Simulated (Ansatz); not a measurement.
# MoS2 (P6_3/mmc) in Ansatz: convergence with scf convergence dr2 threshold

Aim: find how far scf convergence dr2 threshold must go before the results for MoS2 settle, at PBE. This setting moves, with any that are tied to it; all else stays.

All numbers are computed with Ansatz 0.2.0; they aren't measurements. Logs are shortened: lines on timing, memory, paths and dates and some standing lists are left out, and cuts for length are marked.

**1. The crystal as given**

Symmetry: P6_3/mmc, No. 194, hexagonal system. The conventional cell has a = 3.169 Å, b = 3.169 Å, c = 12.324 Å, α = 90.00°, β = 90.00°, γ = 120.00°. Mo (site symmetry -6m2) has 6 S at 2.41 Å as nearest neighbours. S (site symmetry 3m) is surrounded by 3 Mo at 2.41 Å.

**2. With scf convergence dr2 threshold 0.01**

input.yaml reads:

```yaml
crystal:
  lattice:
    - [3.169, 0.0, 0.0]
    - [-1.5845, 2.7444345046, 0.0]
    - [0.0, 0.0, 12.324]
  atoms:
    - { symbol: Mo, position: [0.6666666667, 0.3333333333, 0.75] }
    - { symbol: Mo, position: [0.3333333333, 0.6666666667, 0.25] }
    - { symbol: S, position: [0.6666666667, 0.3333333333, 0.377] }
    - { symbol: S, position: [0.3333333333, 0.6666666667, 0.877] }
    - { symbol: S, position: [0.6666666667, 0.3333333333, 0.123] }
    - { symbol: S, position: [0.3333333333, 0.6666666667, 0.623] }
hamiltonian:
  xc: pbe
  pseudopotentials: { kind: nc }
kpoints:
  mp_grid: { grid: [8, 8, 2] }
scf:
  occupations: { method: fermi_dirac, width: 0.1 }
  convergence: { dr2_threshold: 0.01 }
output:
  forces: true
  stress: true
  eigenvalues: true
```

Potentials or basis: Ansatz NC with PseudoDojo standard (PBE files).

Run with:

```
ansatz run input.yaml --threads 2 --pin off --max-ram 5632MiB --backend cpu --events-out ev --progress --plain --runs-dir out
```

The program printed:

```text
Warning: scf.convergence.dr2_threshold = 1e-2 eV is looser than this run's default, which is 1e-7 eV or tighter. The error in the forces grows as the threshold's square root, so leave the key out unless less accurate forces are enough
Warning: output.stress: scf.convergence.dr2_threshold = 1e-2 eV is looser than the 6e-10 eV advised for a printed stress (1e-10 eV for each atom of the cell: 6). What an SCF threshold leaves in a stress goes as its square root, and in the free energy as the threshold itself, and one threshold admits the most on a small cell: of the crystals measured, under no hybrid functional and no lock of the moments, on runs that ended without the residual-converged pass, on stresses that held no estimate of that error, the worst erred by over 100 MPa in a component at 1e-7 eV an atom and by under 5 at 1e-10. Set scf.convergence.dr2_threshold to 6e-10 eV or tighter. The threshold is an SCF's pass mark: one that does not reach it within its budget of iterations ends unconverged, or closes short of it on a stop that the run arms, and scf.convergence.dr2_threshold's page says what that costs each kind of run
Warning: RAYON_NUM_THREADS=2 ignored (pool sized by the plan → 2); use --threads N
Engine: ansatz 0.2.0, x86_64-unknown-linux-gnu
Pseudopotentials: kind: nc
Pseudopotential: Mo, nc, valence charge 14, recommended cutoff 1088.45545 eV (normal), Mo.nc.azcp
Pseudopotential: S, nc, valence charge 6, recommended cutoff 770 eV (normal), S.nc.azcp (PseudoDojo's, or run here from an input of PseudoDojo's: the run reads no file of this project's for it)
Functional definition: PBE
  parameter kappa = 0.804
  parameter beta = 0.06672455060314922
  exchange = pbe_x(kappa = kappa, mu = beta*pi^2/3)
  correlation = pbe_c(beta = beta)
Crystal: 6 atoms, lattice volume = 107.183 Å³
Basis set: ecut = 1088.45545 eV, 8761 PW (Γ), exchange–correlation on 72×72×270 points (8 copies of the dense FFT grid, shifted against one another)
Bands: 32, of which v1, the nominal top of the filled ones, is band 26 counted from 1 (25 counted from 0)
Symmetry: 24 space group operations
Space group: P63/mmc (ITA 194), of the structure as read, at distance tolerance 4.8e-5 Å
k-points: 20 of 128
Non-local potential: Mo, projectors of the file, l = 0: 2, l = 1: 2, l = 2: 2, l = 3: 1
Non-local potential: S, projectors of the file, l = 0: 2, l = 1: 2, l = 2: 2
Initial density: superposition of atomic densities (chi_scale 0.1, normalization cell, long waves kept (reshape's long-wave potential 0.07 eV rms))
Initial wavefunctions: pseudopotential atomic-orbital guess
Functional: x = pbe(κ = 0.804, μ = 0.2195149727645171), c = pbe(β = 0.06672455060314922)
SCF iter   1: F=—  HF=-5028.138466 eV  |F-HF|=—  |Δ(HF+E_count)|=         —  Δρ=6.14e-2  dr2=4.99e0  ethr=3.10e-3  ⟨swp⟩=8.8  Hψ=3440  notcnv=0
preconditioner: auto → Resta (q_TF=auto, 2.418 Å⁻¹)  ε∞=8.0  [insulator: Δε(μ)=0.879 eV  Ē_g=8.159 eV  σ=0.100 eV  W_gap=0.94  n_scr=26 (ndim 8)  ℏωp=21.5 eV  f_vac=0.001  D(μ)=0.02/eV (n_scr^D=0)  ε∞_Penn≈8.0]
SCF iter   2: F=—  HF=-5026.988859 eV  |F-HF|=—  |Δ(HF+E_count)|=    1.15e0  Δρ=2.61e-2  dr2=1.71e0  ethr=3.10e-3  ⟨swp⟩=3.4  Hψ=1659  notcnv=0
SCF iter   3: F=—  HF=-5026.708345 eV  |F-HF|=—  |Δ(HF+E_count)|=   2.81e-1  Δρ=1.49e-2  dr2=3.32e-1  ethr=3.10e-3  ⟨swp⟩=3.0  Hψ=985  notcnv=0
SCF iter   4: F=—  HF=-5026.632304 eV  |F-HF|=—  |Δ(HF+E_count)|=   7.60e-2  Δρ=2.99e-3  dr2=1.64e-2  ethr=6.38e-4  ⟨swp⟩=2.8  Hψ=1201  notcnv=0
SCF iter   5: F=-5026.635128 eV  HF=-5026.634719 eV  |F-HF|=4.10e-4  |Δ(HF+E_count)|=   2.42e-3  Δρ=8.19e-4  dr2=8.41e-4  ethr=1.92e-5  ⟨swp⟩=8.2  Hψ=4436  notcnv=0
SCF 1 converged in 5 iterations: F = -5026.635128 eV  dr2 = 8.41e-4
SCF converged after 5 iterations
Free energy (F): -5026.635128 eV
Harris-Foulkes:  -5026.634719 eV  (|F-HF|=4.10e-4)
Internal energy: -5026.634383 eV  (E = F + TS)
E sigma→0 (E₀):  -5026.634756 eV
Entropy (-TS):   -0.000746 eV (-0.124 meV/atom)
Fermi energy:    11.345290 eV
--- Per-component energies (eV) ---
  E_band       = -307.490037
  E_kinetic    = 1632.373826
  E_local      = -4594.295720  (includes V_loc(G=0)·N_el)
  E_nonlocal   = 632.240630
  E_hartree    = 1468.729619
  E_xc         = -904.466291
  E_vxc        = -914.792525  (∫ρ·V_xc dr)
  E_ewald      = -3261.216446
  E_smearing   = -0.000746  (= −TS)
  E_closure    = 0.000000  (closes the sum)
  Σ components = -5026.635128   (vs F -5026.635128, Δ=0.00e0)
--- Forces (eV/Å), atoms counted from 1 ---
  atom   1  Mo     0.00000000     0.00000000     0.00000000
  atom   2  Mo     0.00000000    -0.00000000     0.00000000
  atom   3  S      0.00000000    -0.00000000    -0.06624809
  atom   4  S     -0.00000000     0.00000000    -0.06624809
  atom   5  S      0.00000000    -0.00000000     0.06624809
  atom   6  S     -0.00000000     0.00000000     0.06624809
  max |Σ_I F_I| component: 5.55e-17 eV/Å
--- Stress (GPa, compression-positive) ---
        1.820271      -0.000000      -0.000000
        0.000000       1.820271      -0.000000
       -0.000000      -0.000000       2.306441
  P = ⅓ Tr σ = 1.9823 GPa (19.823 kbar)
--- Band table (eV; the first three rows and the last of 20) ---
  k-point 0: bands = ["-50.5089", "-50.5089", "-24.6620", "-24.6619", "-24.4363", "-24.4363", "-24.4363", "-24.4363", "-3.9673", "-3.6980", "-2.7555", "-2.3138", "4.1289", "5.1611", "7.5038", "7.7142", "7.7142", "7.7275", "7.7275", "8.8080", "8.8080", "8.8546", "8.8546", "9.8041", "9.8440", "10.9911", "13.0838", "13.0838", "13.1113", "13.1113", "13.2508", "13.2508"]
  k-point 1: bands = ["-50.5089", "-50.5089", "-24.6620", "-24.6620", "-24.4363", "-24.4363", "-24.4363", "-24.4363", "-3.8528", "-3.8528", "-2.5172", "-2.5172", "4.5643", "4.5643", "7.7207", "7.7207", "7.7207", "7.7207", "8.4289", "8.4289", "8.8313", "8.8313", "8.8313", "8.8313", "10.7244", "10.7244", "13.0891", "13.0891", "13.0891", "13.0891", "13.3445", "13.3445"]
  k-point 2: bands = ["-50.5031", "-50.5031", "-24.6505", "-24.6504", "-24.4947", "-24.4947", "-24.4496", "-24.4496", "-3.7347", "-3.4694", "-2.6449", "-2.2323", "4.3896", "5.4099", "7.0853", "7.2211", "7.2572", "7.9465", "7.9719", "8.0805", "8.4581", "8.5141", "8.9650", "9.8467", "9.9429", "10.5371", "12.7679", "12.8757", "12.9897", "13.0241", "13.0943", "13.1989"]
  k-point 19: bands = ["-50.4650", "-50.4650", "-24.7580", "-24.7580", "-24.6450", "-24.6450", "-24.5749", "-24.5749", "-1.7064", "-1.7064", "-1.6181", "-1.6181", "4.9497", "4.9497", "5.3085", "5.3085", "6.3044", "6.3044", "6.9330", "6.9330", "7.4771", "7.4771", "8.2448", "8.2448", "10.1667", "10.1667", "12.2153", "12.2153", "13.3651", "13.3651", "13.7243", "13.7243"]
```

Wall time 14 s (2 threads of Intel Xeon at 2.50GHz (Skylake/Cascade Lake), shared host); peak memory 0.63 GiB.

Results:

```
Free energy            : -5026.6351 eV
Pressure               : 2.0 GPa
Largest force          : 0.066 eV/Å
Band gap on the k mesh : 0.98 eV, indirect (least direct gap 1.93 eV)
```

**3. With scf convergence dr2 threshold 0.001**

Edit input.yaml of step 2 so:

```diff
@@ -19,3 +19,3 @@
   occupations: { method: fermi_dirac, width: 0.1 }
-  convergence: { dr2_threshold: 0.01 }
+  convergence: { dr2_threshold: 0.001 }
 output:
```

Potentials or basis: Ansatz NC with PseudoDojo standard (PBE files).

Run with:

```
ansatz run input.yaml --threads 2 --pin off --max-ram 5632MiB --backend cpu --events-out ev --progress --plain --runs-dir out
```

Run time: 15 s. Hardware: 2 threads of Intel Xeon at 2.50GHz (Skylake/Cascade Lake), shared host; peak memory 0.64 GiB.

Results:

```yaml
Free_energy: -5026.6354 eV
Pressure: 2.0 GPa
Largest_force: 0.068 eV/Å
Band_gap_on_the_k_mesh: 0.98 eV, indirect (least direct gap 1.93 eV)
```

**4. With scf convergence dr2 threshold 0.0001**

Edit input.yaml of step 3 so:

```diff
@@ -19,3 +19,3 @@
   occupations: { method: fermi_dirac, width: 0.1 }
-  convergence: { dr2_threshold: 0.001 }
+  convergence: { dr2_threshold: 0.0001 }
 output:
```

Run with:

```
ansatz run input.yaml --threads 2 --pin off --max-ram 5632MiB --backend cpu --events-out ev --progress --plain --runs-dir out
```

It took 17 s on 2 threads of Intel Xeon at 2.50GHz (Skylake/Cascade Lake), shared host; peak memory 0.63 GiB.

What came out:

| Item | Value |
| --- | --- |
| Free energy | -5026.6355 eV |
| Pressure | 2.0 GPa |
| Largest force | 0.067 eV/Å |
| Band gap on the k mesh | 0.98 eV, indirect (least direct gap 1.93 eV) |

**5. With scf convergence dr2 threshold 1e-05**

Edit input.yaml of step 4 so:

```diff
@@ -19,3 +19,3 @@
   occupations: { method: fermi_dirac, width: 0.1 }
-  convergence: { dr2_threshold: 0.0001 }
+  convergence: { dr2_threshold: 1.0e-05 }
 output:
```

Run with:

```
ansatz run input.yaml --threads 2 --pin off --max-ram 5632MiB --backend cpu --events-out ev --progress --plain --runs-dir out
```

Wall time 17 s (2 threads of Intel Xeon at 2.50GHz (Skylake/Cascade Lake), shared host); peak memory 0.63 GiB.

Results:

| Item | Value |
| --- | --- |
| Free energy | -5026.6355 eV |
| Pressure | 2.0 GPa |
| Largest force | 0.067 eV/Å |
| Band gap on the k mesh | 0.98 eV, indirect (least direct gap 1.93 eV) |

**6. With scf convergence dr2 threshold 1e-06**

Edit input.yaml of step 5 so:

```diff
@@ -19,3 +19,3 @@
   occupations: { method: fermi_dirac, width: 0.1 }
-  convergence: { dr2_threshold: 1.0e-05 }
+  convergence: { dr2_threshold: 1.0e-06 }
 output:
```

Potentials or basis: Ansatz NC with PseudoDojo standard (PBE files).

Run with:

```
ansatz run input.yaml --threads 2 --pin off --max-ram 5632MiB --backend cpu --events-out ev --progress --plain --runs-dir out
```

It took 20 s on 2 threads of Intel Xeon at 2.50GHz (Skylake/Cascade Lake), shared host; peak memory 0.64 GiB.

The run converged. Its results:

```
Free energy            : -5026.6355 eV
Pressure               : 2.0 GPa
Largest force          : 0.066 eV/Å
Band gap on the k mesh : 0.98 eV, indirect (least direct gap 1.93 eV)
```

**7. With scf convergence dr2 threshold 1e-07**

Edit input.yaml of step 6 so:

```diff
@@ -19,3 +19,3 @@
   occupations: { method: fermi_dirac, width: 0.1 }
-  convergence: { dr2_threshold: 1.0e-06 }
+  convergence: { dr2_threshold: 1.0e-07 }
 output:
```

Run with:

```
ansatz run input.yaml --threads 2 --pin off --max-ram 5632MiB --backend cpu --events-out ev --progress --plain --runs-dir out
```

It took 24 s on 2 threads of Intel Xeon at 2.50GHz (Skylake/Cascade Lake), shared host; peak memory 0.64 GiB.

It converged, with:

| Item | Value |
| --- | --- |
| Free energy | -5026.6355 eV |
| Pressure | 2.0 GPa |
| Largest force | 0.066 eV/Å |
| Band gap on the k mesh | 0.98 eV, indirect (least direct gap 1.93 eV) |

**8. With scf convergence dr2 threshold 1e-09**

Edit input.yaml of step 7 so:

```diff
@@ -19,3 +19,3 @@
   occupations: { method: fermi_dirac, width: 0.1 }
-  convergence: { dr2_threshold: 1.0e-07 }
+  convergence: { dr2_threshold: 1.0e-09 }
 output:
```

Run with:

```
ansatz run input.yaml --threads 2 --pin off --max-ram 5632MiB --backend cpu --events-out ev --progress --plain --runs-dir out
```

Run time: 20 s. Hardware: 2 threads of Intel Xeon at 2.50GHz (Skylake/Cascade Lake), shared host; peak memory 0.64 GiB.

Results (log left out):

```yaml
Free_energy: -5026.6355 eV
Pressure: 2.0 GPa
Largest_force: 0.066 eV/Å
Band_gap_on_the_k_mesh: 0.98 eV, indirect (least direct gap 1.93 eV)
```

**9. With scf convergence dr2 threshold 1e-11**

Edit input.yaml of step 8 so:

```diff
@@ -19,3 +19,3 @@
   occupations: { method: fermi_dirac, width: 0.1 }
-  convergence: { dr2_threshold: 1.0e-09 }
+  convergence: { dr2_threshold: 1.0e-11 }
 output:
```

Potentials or basis: Ansatz NC with PseudoDojo standard (PBE files).

Run with:

```
ansatz run input.yaml --threads 2 --pin off --max-ram 5632MiB --backend cpu --events-out ev --progress --plain --runs-dir out
```

Wall time 20 s (2 threads of Intel Xeon at 2.50GHz (Skylake/Cascade Lake), shared host); peak memory 0.64 GiB.

It converged, with:

```yaml
Free_energy: -5026.6355 eV
Pressure: 2.0 GPa
Largest_force: 0.066 eV/Å
Band_gap_on_the_k_mesh: 0.98 eV, indirect (least direct gap 1.93 eV)
```

**10. Result**

```tsv
scf convergence dr2 threshold	energy less the tightest run, at zero smearing (meV/atom)	largest force (eV/Å)	SCF cycles	CPU time (s)	peak memory (GiB)
0.01	0.06	0.066	5	27	0.63
0.001	0.01	0.068	6	28	0.64
0.0001	0.00	0.067	7	31	0.63
1e-05	0.00	0.067	7	32	0.63
1e-06	0.00	0.066	9	36	0.64
1e-07	0.00	0.066	9	32	0.64
1e-09	0.00	0.066	10	35	0.64
1e-11	0.00	0.066	12	37	0.64
```

Against the tightest run, the energy stays within 1 meV/atom from 0.01 on; the largest force stays within 0.005 eV/Å from 0.01 on. The tightest run that finished is the yardstick and may itself not be fully converged.

Caveats: this functional lacks dispersion, which binds the layers, so the pressure and a relaxed spacing across them are unreliable.
